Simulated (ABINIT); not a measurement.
Bi:

```
Bi
1.0
    -1.98143    1.98143    1.98143
     1.98143   -1.98143    1.98143
     1.98143    1.98143   -1.98143
Bi
1
Direct
  0.00000 0.00000 0.00000
```

This isn't the form of Bi at room conditions, which is rhombohedral.

Base run:

| Property | Result |
| --- | --- |
| Program | ABINIT 10.8.3 (patched build) |
| Functional | LDA |
| Potentials or basis | PseudoDojo NC SR LDA v0.4.1 standard |
| Cutoff | 816 eV |
| k mesh | 7 × 7 × 7 |
| Occupations | fermi-dirac, width 0.05 eV |
| Spin | no spin polarisation |

Its results: pressure -2.8 GPa.

Task: The run is repeated on the same cell with these changes: k mesh from 7 × 7 × 7 to 12 × 12 × 12, with 2 shifts; occupations from fermi-dirac, width 0.05 eV to gaussian, width 0.2 eV. What comes out?

Result: Pressure -3.8 GPa.
